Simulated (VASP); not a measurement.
Wanted: the native input for a VASP 6.6.1 run.

```
Task                   : band structure
Functional             : LDA
Potentials or basis    : VASP PAW LDA potentials, release 64 (Pb_d, Te)
Cutoff                 : 520 eV
k mesh                 : 6 × 6 × 6
Occupations            : gaussian, width 0.02 eV
Spin                   : spin-orbit coupling, no magnetisation
Ladder                 : gaps
Further INCAR settings : ALGO = Fast; EDIFF = 1e-06
```

The structure of TePb lies in POSCAR:

```
TePb
1.0
    0.0000000000      3.2310000000      3.2310000000
    3.2310000000      0.0000000000      3.2310000000
    3.2310000000      3.2310000000      0.0000000000
Pb Te
1 1
Direct
    0.0000000000      0.0000000000      0.0000000000
    0.5000000000      0.5000000000      0.5000000000
```

The input as run:

INCAR

```
ALGO = Fast
EDIFF = 1E-6
ENCUT = 520
GGA_COMPAT = False
ISIF = 2
ISMEAR = 0
KPAR = 2
LASPH = True
LCHARG = False
LORBIT = 11
LREAL = False
LSORBIT = True
LWAVE = False
MAGMOM = 0 0 0 0 0 0
NELM = 100
PREC = Accurate
SIGMA = 0.02
```

KPOINTS

```
k-points
0
Gamma
  6 6 6
```

KPOINTS_OPT

```
path GXWKGLUWLK,UX
15
line-mode
reciprocal
 0.0000000000  0.0000000000  0.0000000000  G
 0.5000000000  0.0000000000  0.5000000000  X

 0.5000000000  0.0000000000  0.5000000000  X
 0.5000000000  0.2500000000  0.7500000000  W

 0.5000000000  0.2500000000  0.7500000000  W
 0.3750000000  0.3750000000  0.7500000000  K

 0.3750000000  0.3750000000  0.7500000000  K
 0.0000000000  0.0000000000  0.0000000000  G

 0.0000000000  0.0000000000  0.0000000000  G
 0.5000000000  0.5000000000  0.5000000000  L

 0.5000000000  0.5000000000  0.5000000000  L
 0.6250000000  0.2500000000  0.6250000000  U

 0.6250000000  0.2500000000  0.6250000000  U
 0.5000000000  0.2500000000  0.7500000000  W

 0.5000000000  0.2500000000  0.7500000000  W
 0.5000000000  0.5000000000  0.5000000000  L

 0.5000000000  0.5000000000  0.5000000000  L
 0.3750000000  0.3750000000  0.7500000000  K

 0.6250000000  0.2500000000  0.6250000000  U
 0.5000000000  0.0000000000  0.5000000000  X
```

Potentials or basis: VASP PAW LDA potentials, release 64 (Pb_d, Te).

Command:

```console
$ cat potpaw_LDA.64/Pb_d/POTCAR potpaw_LDA.64/Te/POTCAR > POTCAR
$ mpirun -np 2 vasp_ncl > vasp.out
```

Results of the run:

```yaml
Pressure: -1.9 GPa
Valence_electrons_inside_the_program's_atomic_spheres: Pb 11.90; Te 3.38
```

It took 5.2 min on 2 MPI ranks on Intel(R) Xeon(R) Platinum 8488C (Sapphire Rapids), on a shared host, peak memory 0.35 GiB a rank.
